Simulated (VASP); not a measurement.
# Na (Im-3m) in VASP: further runs, part 2 of 2

VASP 6.6.1. The steps go on from the part before.

### 3 Relaxation of cell and atoms, PBE

This run uses another cell than the first one, of 37.03 Å³/atom, 0.943 times its volume.

Input file INCAR:

```
SYSTEM = Na
PREC = Accurate
ENCUT = 520
EDIFF = 1E-7
ISMEAR = 0
SIGMA = 0.1
LREAL = .False.
LASPH = .True.
NELM = 120
ALGO = Normal
ISIF = 3
LWAVE = .False.
LCHARG = .False.
GGA = PE
IBRION = 2
NSW = 60
EDIFFG = -0.005
POTIM = 0.3
```

Input file KPOINTS:

```
Automatic mesh
0
Gamma
  14 14 14
  0 0 0
```

Input file POSCAR:

```
Na                                      
1.0
   -2.0997082687      2.0997082687      2.0997082687
    2.0997082687     -2.0997082687      2.0997082687
    2.0997082687      2.0997082687     -2.0997082687
  Na            
     1
Direct
     0.0000000000000000    0.0000000000000000    0.0000000000000000
```

Potentials or basis: VASP PAW PBE potentials, release 64 (Na_pv).

Run with:

```
$ cat potpaw_PBE.64/Na_pv/POTCAR > POTCAR
$ mpirun -np 1 vasp_std > vasp.out
```

OUTCAR:

```text
SYSTEM = Na
   PREC = Accurate
   ENCUT = 520
   EDIFF = 1E-7
   ISMEAR = 0
   LREAL = .False.
   LASPH = .True.
   NELM = 120
   ISIF = 3
   GGA = PE
   IBRION = 2
   NSW = 60
   EDIFFG = -0.005
   POTIM = 0.3

 ion  position               nearest neighbor table
   1  0.000  0.000  0.000-

  LATTYP: Found a body centered cubic cell.
 ALAT       =     4.1994165374

  Lattice vectors:

 A1 = (  -2.0997082687,   2.0997082687,   2.0997082687)
 A2 = (   2.0997082687,  -2.0997082687,   2.0997082687)
 A3 = (   2.0997082687,   2.0997082687,  -2.0997082687)

Analysis of symmetry for initial positions (statically):
=====================================================================
 Subroutine PRICEL returns:
 Original cell was already a primitive cell.

 Routine SETGRP: Setting up the symmetry group for a
 body centered cubic supercell.

 Subroutine GETGRP returns: Found 48 space group operations
 (whereof 48 operations were pure point group operations)
 out of a pool of 48 trial point group operations.

The static configuration has the point symmetry O_h .

Analysis of symmetry for dynamics (positions and initial velocities):
=====================================================================
 Subroutine PRICEL returns:
 Original cell was already a primitive cell.

 Routine SETGRP: Setting up the symmetry group for a
 body centered cubic supercell.

 Subroutine GETGRP returns: Found 48 space group operations
 (whereof 48 operations were pure point group operations)
 out of a pool of 48 trial point group operations.

The dynamic configuration has the point symmetry O_h .

 Subroutine INISYM returns: Found 48 space group operations
 (whereof 48 operations are pure point group operations),
 and found     1 'primitive' translations

[... 113 lines left out ...]
  volume/ion in A,a.u.               =      37.03       249.88
  Fermi-wavevector in a.u.,A,eV,Ry     =   0.939569  1.775527 12.011079  0.882789
  Thomas-Fermi vector in A             =   2.066894
   LORBIT       =      0    0 simple, 1 ext, 2 COOP (PROOUT), +10 PAW based schemes
   GGA     = PE    functional components
   LHFCALC =     F    Hartree Fock is set to
   AEXX    =    0.0000 exact exchange contribution
   IVDW    =     0    specifies the selected vdW correction
   LEPSILON=     F    determine dielectric tensor
   LRPA    =     F    only Hartree local field effects (RPA)
 conjugate gradient relaxation of ions
 non-spin polarized calculation
 Gauss-broadening in eV      SIGMA  =   0.10
  energy-cutoff  :      520.00
  volume of cell :       37.03
 maximum number of plane-waves:      1012
   NGX = 13   NGY = 13   NGZ = 13

 number of electron       7.0000005 magnetization

 Free energy of the ion-electron system (eV)
  ---------------------------------------------------
  ext. energy  EPLUGINS =         0.00000000
  ---------------------------------------------------
  free energy    TOTEN  =        -1.31215411 eV

  energy without entropy =       -1.30912421  energy(sigma->0) =       -1.31063916

 E-fermi :   0.3083     XC(G=0):  -6.5052

 val. band max:        0.2812051323   @ k =  -0.3571   0.4286   0.1429
 cond. band min:       0.3621257158   @ k =   0.3571   0.0714   0.0714
 fundamental gap:      0.0809205836
 Fermi energy:         0.3083022299

 k-point     1 :       0.0000    0.0000    0.0000
  band No.  band energies     occupation
      1     -24.5683      2.00000
      2     -24.5683      2.00000
      3     -24.5683      2.00000
      4      -2.9482      2.00000
      5      12.0723      0.00000
      6      12.0723      0.00000
      7      12.0723      0.00000
[... 221 lines left out ...]
 k-point    24 :       0.3571    0.2857    0.0000
  band No.  band energies     occupation
      1     -24.5955      2.00000
      2     -24.5901      2.00000
      3     -24.5727      2.00000
      4       2.0471      0.00000
      5       2.4584      0.00000
      6       3.7294      0.00000
      7       8.3397      0.00000

 [... further k-points ...]

------------------------ aborting loop because EDIFF is reached ----------------------------------------

  FORCE on cell =-STRESS in cart. coord.  units (eV):
  Direction    XX          YY          ZZ          XY          YZ          ZX
  --------------------------------------------------------------------------------------
  -------------------------------------------------------------------------------------
  Total       -0.0036644     -0.0036644     -0.0036644     -0.0000000      0.0000000      0.0000000
  in kB       -0.1585526     -0.1585526     -0.1585526     -0.0000000      0.0000000      0.0000000
  external PRESSURE =      -0.1585526 kB  Pullay stress =       0.0000000 kB

 VOLUME and BASIS-vectors are now :
 -----------------------------------------------------------------------------
  energy-cutoff  :      520.00
  volume of cell :       37.03
      direct lattice vectors                 reciprocal lattice vectors
    -2.099708269  2.099708269  2.099708269     0.000000000  0.238128319  0.238128319
     2.099708269 -2.099708269  2.099708269     0.238128319  0.000000000  0.238128319
     2.099708269  2.099708269 -2.099708269     0.238128319  0.238128319  0.000000000

 POSITION                                       TOTAL-FORCE (eV/Angst)
 -----------------------------------------------------------------------------------
      0.00000      0.00000      0.00000        -0.000000     -0.000000     -0.000000
 -----------------------------------------------------------------------------------
    total drift:                               -0.000000     -0.000000     -0.000000

  FREE ENERGIE OF THE ION-ELECTRON SYSTEM (eV)
  ---------------------------------------------------
  free  energy   TOTEN  =        -1.3121541063 eV

  energy  without entropy=       -1.3091242122  energy(sigma->0) =       -1.31063916

 reached required accuracy - stopping structural energy minimisation
```

It took 12 s on 1 thread of Intel Xeon Platinum 8488C (Sapphire Rapids), shared host; peak memory 0.16 GiB.

Results:

```
Free energy             : -1.3122 eV
Pressure after relaxing : 0.0 GPa
Band gap on the k mesh  : none (metal or under the smearing width)
```

Final structure:
```xyz
1
Lattice="-2.0997 2.0997 2.0997 2.0997 -2.0997 2.0997 2.0997 2.0997 -2.0997" Properties=species:S:1:pos:R:3 pbc="T T T"
Na    0.0000    0.0000    0.0000
```

Levels at points of the mesh, in eV from the Fermi level:
```
           k point  band 1  band 2  band 3  band 4  band 5  band 6
(0.00, 0.00, 0.00)  -24.88  -24.88  -24.88   -3.26   11.76   11.76
(0.50, 0.00, 0.00)  -24.91  -24.89  -24.88    0.78    1.24    8.24
(0.50, 0.50, 0.50)  -24.90  -24.90  -24.90    4.55    4.55    4.93
```

Caveat: the relaxation stopped at its first step, so nothing moved.
